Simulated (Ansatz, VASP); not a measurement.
# GaAs: VASP beside Ansatz

One calculation is typed for both programs; each brings its own data sets. How far apart do they land? The structure shown is the end of the Ansatz relaxation below.

Calculated with Ansatz 0.2.0; plane waves, with VASP 6.6.1 beside it; single point at PBEsol.

## 1. Set-up

Symmetry: I-4m2, No. 119, tetragonal system. The conventional cell has a = 3.962 Å, b = 3.962 Å, c = 5.705 Å, α = 90.00°, β = 90.00°, γ = 90.00°. Nearest to As lie 4 Ga at 2.44 Å. Nearest to Ga lie 4 As at 2.44 Å. Farther neighbours are not listed.

## 2. Ansatz: relaxation, PBEsol

Ansatz runs on its PAW soft_1 files.

This run makes the geometry at which the two programs are then compared.

Input file input.yaml:

```yaml
crystal:
  lattice:
    - [3.96170973, 0.0, 0.0]
    - [0.0, 3.96170973, 0.0]
    - [0.0, 0.0, 5.693252782]
  atoms:
    - { symbol: As, position: [0.5, 0.0, 0.75] }
    - { symbol: As, position: [0.0, 0.5, 0.25] }
    - { symbol: Ga, position: [0.0, 0.0, 0.0] }
    - { symbol: Ga, position: [0.5, 0.5, 0.5] }
kpoints:
  mp_grid: { grid: [7, 7, 5] }
scf:
  occupations: { method: fermi_dirac, width: 0.02 }
hamiltonian:
  xc: pbesol
  pseudopotentials: { kind: paw, azcp: { folder: soft_1 }, xc_functional: pbe }
basis:
  ecutwfc: 600
output:
  forces: true
  stress: true
  write_density: true
  write_potential: true
  elf: true
  volumetric_format: npy
relax:
  f_tol: 0.005
  max_steps: 70
  cell: { stress_tol: 0.02, p_target: 0, fix: [a, b, alpha, beta, gamma] }
```

Launch:

```sh
ansatz run input.yaml --threads 8 --pin off --max-ram 18432MiB --backend cpu --events-out ev --progress --plain --runs-dir out
```

Numbers of over 12 decimals in the logs are rounded to 6 here.

The log of the run:

```text
Engine: ansatz 0.2.0, aarch64-unknown-linux-gnu
Pseudopotentials: kind: paw
Pseudopotential: As, paw, valence charge 15, recommended cutoff 420 eV (normal), soft_1/As.paw.azcp
Pseudopotential: Ga, paw, valence charge 13, recommended cutoff 420 eV (normal), soft_1/Ga.paw.azcp
Functional definition: PBEsol
  exchange = pbesol_x
  correlation = pbesol_c
Crystal: 4 atoms, lattice volume = 89.356 Å³
Basis set: ecut = 600 eV, 2975 PW (Γ), exchange–correlation on 64×64×96 points (8 copies of the dense FFT grid, shifted against one another)
Bands: 34, of which v1, the nominal top of the filled ones, is band 28 counted from 1 (27 counted from 0)
Symmetry: 16 space group operations
Space group: I-4m2 (ITA 119), of the structure as read, at distance tolerance 4.5e-5 Å
k-points: 30 of 245 (time reversal used)
Non-local potential: As, projectors of the file, l = 0: 2, l = 1: 2, l = 2: 3, l = 3: 1
Non-local potential: Ga, projectors of the file, l = 0: 2, l = 1: 2, l = 2: 3, l = 3: 1
PAW form: soft (Blöchl's): semilocal exchange-correlation on the pseudo side does not see the compensation charge
PAW frozen core: As, regenerated for the run's functional, and the local potential with it (the file was generated under x = pbe(κ = 0.804, μ = 0.219515), c = pbe(β = 0.066725))
PAW frozen core: Ga, regenerated for the run's functional, and the local potential with it (the file was generated under x = pbe(κ = 0.804, μ = 0.219515), c = pbe(β = 0.066725))
PAW one-centre angular grid: As, 590 points (default); XC on 64 Gauss nodes
PAW one-centre angular grid: Ga, 590 points (default); XC on 64 Gauss nodes
Initial density: superposition of atomic densities (chi_scale 0.1, normalization cell, long waves kept (reshape's long-wave potential 0.00 eV rms))
Initial wavefunctions: pseudopotential atomic-orbital guess
Functional: x = pbesol(κ = 0.804, μ = 0.123457), c = pbesol(β = 0.046)
SCF iter   1: F=—  HF=-17113.957039 eV  |F-HF|=—  |Δ(HF+E_count)|=         —  Δρ=4.34e-2  dr2=9.42e-1  ethr=3.10e-3  ⟨swp⟩=6.1  Hψ=3783  notcnv=0
preconditioner: auto → Resta (q_TF=auto, 2.524 Å⁻¹)  ε∞=3.5  [insulator: Δε(μ)=0.546 eV  Ē_g=14.906 eV  σ=0.020 eV  W_gap=1.00  n_scr=28 (ndim 8)  ℏωp=23.6 eV  f_vac=0.000  D(μ)=0.00/eV (n_scr^D=0)  ε∞_Penn≈3.5]
SCF iter   2: F=—  HF=-17113.814931 eV  |F-HF|=—  |Δ(HF+E_count)|=   1.42e-1  Δρ=2.39e-2  dr2=3.34e-1  ethr=1.68e-3  ⟨swp⟩=2.0  Hψ=1390  notcnv=0  defer=50
SCF iter   3: F=—  HF=-17113.730981 eV  |F-HF|=—  |Δ(HF+E_count)|=   8.39e-2  Δρ=2.33e-3  dr2=7.09e-3  ethr=5.96e-4  ⟨swp⟩=3.0  Hψ=1627  notcnv=0  defer=50
SCF iter   4: F=—  HF=-17113.728658 eV  |F-HF|=—  |Δ(HF+E_count)|=   2.32e-3  Δρ=2.01e-3  dr2=2.65e-3  ethr=1.27e-5  ⟨swp⟩=2.0  Hψ=1640  notcnv=0  defer=50
SCF iter   5: F=—  HF=-17113.729336 eV  |F-HF|=—  |Δ(HF+E_count)|=   6.77e-4  Δρ=9.16e-4  dr2=6.28e-4  ethr=4.73e-6  ⟨swp⟩=2.0  Hψ=1625  notcnv=0  defer=50
SCF iter   6: F=—  HF=-17113.729499 eV  |F-HF|=—  |Δ(HF+E_count)|=   1.64e-4  Δρ=3.39e-4  dr2=7.18e-5  ethr=1.12e-6  ⟨swp⟩=2.0  Hψ=1875  notcnv=0  defer=50
SCF iter   7: F=—  HF=-17113.729498 eV  |F-HF|=—  |Δ(HF+E_count)|=   1.59e-6  Δρ=6.46e-5  dr2=2.76e-6  ethr=1.28e-7  ⟨swp⟩=2.3  Hψ=1754  notcnv=0  defer=50
SCF iter   8: F=-17113.729500 eV  HF=-17113.729500 eV  |F-HF|=1.68e-7  |Δ(HF+E_count)|=   2.30e-6  Δρ=1.09e-5  dr2=6.40e-8  ethr=1.79e-10  ⟨swp⟩=6.1  Hψ=6622  notcnv=0
SCF 1 converged in 8 iterations: F = -17113.729500 eV  dr2 = 6.40e-8
  greatest PAW one-centre occupation: 0.999 electrons in one spin orbital (limit 2), on the As atom at site 1 (counted from 0), in its partial waves of l = 2
relax step   1: F+E_penalty+E_count = -17113.72950036 eV  Δ(F+E_penalty+E_count) = +0.000e0 eV  max|allowed force component| = 2.168e-18 eV/Å  Δτ_max = 0.0000 Å  P = +1.006 GPa  Ω = 89.356 Å³  fix = [a, b, alpha, beta, gamma]  reactions: a +1.380, b +1.380 GPa  (8 SCF iters, dr2 threshold 1.00e-7 eV, accepted)
[...]
relax step   2: F+E_penalty+E_count = -17113.72965576 eV  Δ(F+E_penalty+E_count) = -1.554e-4 eV  max|allowed force component| = 4.120e-18 eV/Å  Δτ_max = 0.0000 Å  P = +0.854 GPa  Ω = 89.539 Å³  energy of the carried Pulay correction = -2.330e-6 eV  fix = [a, b, alpha, beta, gamma]  reactions: a +1.272, b +1.272 GPa  (4 SCF iters, dr2 threshold 1.67e-7 eV, accepted)
[...]
relax step   3: F+E_penalty+E_count = -17113.72965808 eV  Δ(F+E_penalty+E_count) = -2.321e-6 eV  max|allowed force component| = 4.770e-18 eV/Å  Δτ_max = 0.0000 Å  P = +0.854 GPa  Ω = 89.539 Å³  fix = [a, b, alpha, beta, gamma]  reactions: a +1.272, b +1.272 GPa  stress off target by 1.82e-2 GPa on what of the cell is left free  SCF on the basis re-selected at this cell (its energy is not comparable with the rows above)  (6 SCF iters)
basis re-selected at this cell: Δ(F+E_penalty+E_count) = -2.321e-6 eV, ΔP = -0.000 GPa vs the last step (what re-selecting the basis moved, of the pressure what is left beyond the Pulay correction that the steps carried, after the strain that the cell walked since its last selection, with what the two solves' SCF thresholds leave and, on support functions, any second-order correction that the steps lacked; it is no m [...]
SCF converged after 6 iterations
Free energy (F): -17113.729658 eV
Harris-Foulkes:  -17113.729658 eV  (|F-HF|=0.00e0)
Internal energy: -17113.729658 eV  (E = F + TS)
E sigma→0 (E₀):  -17113.729658 eV
Entropy (-TS):   -0.000000 eV (-0.000 meV/atom)
Fermi energy:    8.194307 eV
--- Per-component energies (eV) ---
  E_band       = -641.311821
  E_kinetic    = 420.108860
  E_local      = -7293.729544  (includes V_loc(G=0)·N_el)
  E_nonlocal   = -967.444108
  E_hartree    = 4250.838237
  E_xc         = -266.093112
  E_vxc        = -260.192202  (∫ρ·V_xc dr)
  E_paw        = -7846.937613  (= ΣΔE_a)
  E_vpaw       = -1041.731197  (= ΣTr[D̂ρ^β])
  E_aug_tail   = -0.000002  (compensation charges beyond the density's cutoff)
  E_ewald      = -5414.131195
  E_core_change = 3.658819  (= ΣΔE_core)
  E_smearing   = -0.000000  (= −TS)
  E_closure    = -0.000000  (closes the sum)
  Σ components = -17113.729658   (vs F -17113.729658, Δ=0.00e0)
--- Forces (eV/Å), atoms counted from 1 ---
  atom   1  As    -0.00000000    -0.00000000     0.00000000
  atom   2  As    -0.00000000    -0.00000000     0.00000000
  atom   3  Ga    -0.00000000    -0.00000000     0.00000000
  atom   4  Ga    -0.00000000    -0.00000000     0.00000000
  max |Σ_I F_I| component: 3.82e-17 eV/Å
--- Stress (GPa, compression-positive) ---
        1.271764      -0.000000       0.000000
       -0.000000       1.271764       0.000000
        0.000000       0.000000       0.018232
  P = ⅓ Tr σ = 0.8539 GPa (8.539 kbar)
--- Band table (eV; the first three rows and the last of 30) ---
  k-point 0: bands = [... 24 lower, 5.2725, 7.8412, 7.9498, 7.9498, 8.4241, 9.3288, 9.6044, 11.6033, ... 2 higher]
  k-point 1: bands = [... 24 lower, 5.4363, 6.2967, 7.4890, 7.4890, 9.3352, 9.9138, 9.9990, 11.1629, ... 2 higher]
  k-point 2: bands = [... 24 lower, 5.9131, 5.9131, 6.6489, 6.6489, 9.6365, 10.2535, 10.7845, 11.1562, ... 2 higher]
  k-point 29: bands = [... 24 lower, 4.0297, 4.2549, 4.9416, 5.1178, 10.8004, 11.6486, 11.9101, 12.8208, ... 2 higher]
--- Relaxed structure (2 steps of the walk, 2 accepted, 1 SCFs on fresh bases) ---
  F+E_penalty+E_count = -17113.72965808 eV   max|allowed force component| = 4.770e-18 eV/Å   (the final SCF, on the basis selected at the relaxed cell)
  cell:  # Å, volume = 89.5393 Å³
    - [3.96170973, 0.0, 0]
    - [0.0, 3.96170973, 0.0]
    - [0, 0.0, 5.704903]
  atoms:
    - { symbol: As, position: [0.500000, 0, 0.75] }
    - { symbol: As, position: [0, 0.500000, 0.25] }
    - { symbol: Ga, position: [0, 0, 0] }
    - { symbol: Ga, position: [0.500000, 0.500000, 0.5] }
```

Reading the cycles: dr2 is the Hartree energy of the density residual (eV), the measure of convergence; HF is the Harris–Foulkes estimate of the energy, which meets the free energy F at convergence.

## 3. VASP: single point, PBEsol, pair 1

The same cell, functional, mesh and smearing now go to VASP, with its own data sets.

Lines of VASP's logs that name or quote its potential files are left out, and so is its time.

Input file INCAR:

```
SYSTEM = GaAs
PREC = Accurate
ENCUT = 500
EDIFF = 1E-06
NELM = 120
ISMEAR = -1
SIGMA = 0.02
LREAL = .FALSE.
ALGO = Normal
GGA = PS
NBANDS = 24
LORBIT = 11
LWAVE = .FALSE.
LCHARG = .FALSE.
ISIF = 2
LASPH = .TRUE.
GGA_COMPAT = .FALSE.
EFERMI = MIDGAP
KPAR = 2
```

Input file POSCAR:

```
GaAs
1.0
    3.9617097300      0.0000000000      0.0000000000
    0.0000000000      3.9617097300      0.0000000000
    0.0000000000      0.0000000000      5.7049033641
As Ga
2 2
Direct
    0.5000000000      0.0000000000      0.7500000000
    0.0000000000      0.5000000000      0.2500000000
    0.0000000000      0.0000000000      0.0000000000
    0.5000000000      0.5000000000      0.5000000000
```

Input file KPOINTS:

```
Automatic mesh
0
Gamma
7 7 5
0 0 0
```

PAW data sets: As and Ga_d (PBE family, release 64).

Launch:

```sh
mpirun -np 2 vasp_std
```

The log of the run:

```text
[banner, memory and clock lines left out]
running    2 mpi-ranks, on    1 nodes
 distrk:  each k-point on    1 cores,    2 groups
 distr:  one band on    1 cores,    1 groups

 POSCAR found type information on POSCAR AsGa
 POSCAR found :  2 types and       4 ions
|                                                                             |
|               ----> ADVICE to this user running VASP <----                  |
|                                                                             |
|     You enforced a specific xc type in the INCAR file but a different       |
|     [... a line on the potential file left out ...]
|     I HOPE YOU KNOW WHAT YOU ARE DOING!                                     |
|                                                                             |

 LDA part: xc-table for (Slater+PW92), standard interpolation
 POSCAR, INCAR and KPOINTS ok, starting setup
 FFT: planning ... GRIDC
 FFT: planning ... GRID_SOFT
 FFT: planning ... GRID
 WAVECAR not read
 entering main loop
       N       E                     dE             d eps       ncg     rms          rms(c)
DAV:   1     0.236380839143E+03    0.23638E+03   -0.17196E+04  1464   0.207E+03
DAV:   2     0.782001002769E+01   -0.22856E+03   -0.22180E+03  1584   0.458E+02
DAV:   3    -0.178892514956E+02   -0.25709E+02   -0.25567E+02  1824   0.120E+02
DAV:   4    -0.185587869756E+02   -0.66954E+00   -0.66926E+00  1608   0.215E+01
DAV:   5    -0.185736272238E+02   -0.14840E-01   -0.14836E-01  1816   0.296E+00    0.420E+00
DAV:   6    -0.182343499212E+02    0.33928E+00   -0.57662E-01  2072   0.124E+01    0.238E+00
DAV:   7    -0.181711038355E+02    0.63246E-01   -0.24652E-01  1920   0.324E+00    0.747E-01
DAV:   8    -0.181685949997E+02    0.25088E-02   -0.41184E-02  1752   0.269E+00    0.178E-01
DAV:   9    -0.181686389076E+02   -0.43908E-04   -0.50581E-03  1808   0.125E+00    0.605E-02
DAV:  10    -0.181686547306E+02   -0.15823E-04   -0.63087E-04  1744   0.264E-01    0.274E-02
DAV:  11    -0.181687080967E+02   -0.53366E-04   -0.13684E-04  1920   0.856E-02    0.108E-02
DAV:  12    -0.181687075751E+02    0.52160E-06   -0.12410E-05  1712   0.360E-02    0.763E-03
DAV:  13    -0.181687083866E+02   -0.81154E-06   -0.58481E-06  1440   0.106E-02
   1 F= -.18168708E+02 E0= -.18168708E+02  d E =-.336721E-07
```

Parts of OUTCAR (step 3):

```text
ion  position               nearest neighbor table
   1  0.500  0.000  0.750-   3 2.44   4 2.44   4 2.44   3 2.44
   2  0.000  0.500  0.250-   3 2.44   4 2.44   3 2.44   4 2.44
   3  0.000  0.000  0.000-   1 2.44   2 2.44   2 2.44   1 2.44
   4  0.500  0.500  0.500-   1 2.44   2 2.44   1 2.44   2 2.44

  LATTYP: Found a simple tetragonal cell.
 ALAT       =     3.9617097300
 C/A-ratio  =     1.4400104381

 Subroutine GETGRP returns: Found  8 space group operations
 (whereof  8 operations were pure point group operations)

The static configuration has the point symmetry D_2d.

 Found     30 irreducible k-points:

   k-points           NKPTS =     30   k-points in BZ     NKDIM =     30   number of bands    NBANDS=     24

   dimension x,y,z NGX =    30 NGY =   30 NGZ =   42
   dimension x,y,z NGXF=    60 NGYF=   60 NGZF=   84

   ENCUT  =  500.0 eV  36.75 Ry    6.06 a.u.   7.22  7.22 10.40*2*pi/ulx,y,z

   NELECT =      36.0000    total number of electrons

 k-points in reciprocal lattice and weights: Automatic mesh
   0.00000000  0.00000000  0.00000000       0.004
   0.14285714  0.00000000  0.00000000       0.016
   0.28571429  0.00000000  0.00000000       0.016
   0.42857143  0.00000000  0.00000000       0.016
   0.14285714  0.14285714  0.00000000       0.016
   0.28571429  0.14285714  0.00000000       0.033
   0.42857143  0.14285714  0.00000000       0.033
   0.28571429  0.28571429  0.00000000       0.016
   0.42857143  0.28571429  0.00000000       0.033
[...]
0.42857143  0.28571429  0.40000000       0.065
   0.42857143  0.42857143  0.40000000       0.033

 average (electrostatic) potential at core
       1 -50.1315       2 -50.1315       3 -66.1547       4 -66.1547

 E-fermi :   4.1777

 k-point     1 :       0.0000    0.0000    0.0000
  band No.  band energies     occupation
    ...
     14       1.2438      2.00000
     15       1.2438      2.00000
     16       3.8190      2.00000
     17       3.9278      1.99999
     18       3.9278      1.99999
     19       4.4129      0.00002
     20       5.2994      0.00000
     21       5.5713      0.00000
     22       7.5690      0.00000
     23       7.5690      0.00000
    ...

 k-point     2 :       0.1429    0.0000    0.0000
  band No.  band energies     occupation
    ...
     14       0.5424      2.00000
     15       1.3879      2.00000
     16       2.1602      2.00000
     17       3.2971      2.00000
     18       3.8508      2.00000
     19       5.5619      0.00000
     20       5.6383      0.00000
     21       6.7636      0.00000
     22       7.5679      0.00000
     23       7.7279      0.00000
    ...

 k-point     3 :       0.2857    0.0000    0.0000
  band No.  band energies     occupation
    ...
     14      -0.1655      2.00000
     15       0.2821      2.00000
     16       1.7976      2.00000
     17       2.1121      2.00000
     18       3.5720      2.00000
     19       5.9726      0.00000
     20       6.3413      0.00000
     21       7.9767      0.00000
     22       8.2053      0.00000
     23       9.2428      0.00000
    ...

  Total        0.7741992      0.7741992      0.0709531      0.0000000      0.0000000     -0.0000000
  in kB       13.8531878     13.8531878      1.2696051      0.0000000      0.0000000     -0.0000000
  external PRESSURE =       9.6586602 kB  Pullay stress =       0.0000000 kB

  energy-cutoff  :      500.00
  volume of cell :       89.54
      direct lattice vectors                 reciprocal lattice vectors
     3.961709730  0.000000000  0.000000000     0.252416272  0.000000000  0.000000000
     0.000000000  3.961709730  0.000000000     0.000000000  0.252416272  0.000000000
     0.000000000  0.000000000  5.704903364     0.000000000  0.000000000  0.175287807

 POSITION                                       TOTAL-FORCE (eV/Angst)
 -----------------------------------------------------------------------------------
      1.98085      0.00000      4.27868         0.000000      0.000000      0.000000
      0.00000      1.98085      1.42623         0.000000      0.000000     -0.000000
      0.00000      0.00000      0.00000         0.000000     -0.000000      0.000000
      1.98085      1.98085      2.85245        -0.000000      0.000000     -0.000000
 -----------------------------------------------------------------------------------
    total drift:                                0.000000      0.000000      0.000000

  FREE ENERGIE OF THE ION-ELECTRON SYSTEM (eV)
  ---------------------------------------------------
  free  energy   TOTEN  =       -18.1687083866 eV

  energy  without entropy=      -18.1687083530  energy(sigma->0) =      -18.16870837

 total charge
# of ion       s       p       d       tot
------------------------------------------
    1        1.211   1.597   0.032   2.840
    2        1.211   1.597   0.032   2.840
    3        0.883   0.812   9.996  11.691
    4        0.883   0.812   9.996  11.691
--------------------------------------------------
tot          4.189   4.818  20.056  29.063

[... 3 further parts left out ...]
```

The run ends at a pressure of 0.97 GPa.

## 4. Differences

Known differences besides the potentials themselves: the data sets hold 56 valence electrons in Ansatz (on its PAW soft_1 files) and 36 in VASP; the cutoff is 600 eV in Ansatz and 500 eV in VASP; Ansatz makes its cores anew for this functional, VASP keeps those of its PBE data sets; Ansatz's pressure holds a Pulay correction, VASP's none. Total energies have different zeros and are not compared.

Both answers:

| quantity | Ansatz | VASP | difference |
| --- | --- | --- | --- |
| pressure (GPa) | 0.85 | 0.97 | -0.11 |
| gap on the k mesh (eV) | 0.474 | 0.485 | -0.011 |

A gap on the mesh is an upper bound, since the band edges may lie between its points.

## 5. Ansatz: relaxation, PBEsol

This run makes the geometry at which the two programs are then compared. The cell compared in this pair holds 87.47 Å³, against 89.54 Å³ for the pair before.

The structure compared here is the end of the Ansatz relaxation.

input.yaml, the sections that differ from step 2:

```yaml
crystal:
  lattice:
    - [3.88167519, 0.0, 0.0]
    - [0.0, 3.88167519, 0.0]
    - [0.0, 0.0, 5.761164346]
  atoms:
    - { symbol: As, position: [0.5, 0.0, 0.75] }
    - { symbol: As, position: [0.0, 0.5, 0.25] }
    - { symbol: Ga, position: [0.0, 0.0, 0.0] }
    - { symbol: Ga, position: [0.5, 0.5, 0.5] }
output:
  forces: true
  stress: true
# kpoints, scf, hamiltonian, basis, relax: as in step 2
```

Launch:

```sh
ansatz run input.yaml --threads 8 --pin off --max-ram 18432MiB --backend cpu --events-out ev --progress --plain --runs-dir out
```

The log of the run:

```text
[...]
Crystal: 4 atoms, lattice volume = 86.806 Å³
Basis set: ecut = 600 eV, 2887 PW (Γ), exchange–correlation on 64×64×96 points (8 copies of the dense FFT grid, shifted against one another)
Bands: 34, of which v1, the nominal top of the filled ones, is band 28 counted from 1 (27 counted from 0)
Symmetry: 16 space group operations
[...]
k-points: 30 of 245 (time reversal used)
[...]
P = ⅓ Tr σ = 2.6171 GPa (26.171 kbar)
--- Relaxed structure (3 steps of the walk, 3 accepted, 1 SCFs on fresh bases) ---
[...]
cell:  # Å, volume = 87.4655 Å³
    - [3.88167519, 0.0, 0]
    - [0.0, 3.88167519, 0]
    - [0, 0, 5.804949]
  atoms:
    - { symbol: As, position: [0.500000, 0, 0.750000] }
    - { symbol: As, position: [0, 0.500000, 0.250000] }
    - { symbol: Ga, position: [0, 0, 0] }
    - { symbol: Ga, position: [0.500000, 0.500000, 0.500000] }
[key lines of the parts left out:]
SCF converged after 6 iterations
Free energy (F): -17113.671888 eV
Fermi energy:    8.632585 eV
```

(Part 1 of 2 ends here.)

[Lines on the potential files, build, host, timing and source positions are cut from VASP's logs without a mark.]

[Logs are printed without paths, hosts, clocks, repeated set-up lines and the standing remarks that a program may print on its own settings, such as how far it seeks lower states.]

[Hosts, paths, dates, database ids (printed as entryN), source tags and the programs' standing remarks are cut or masked in the printed files.]
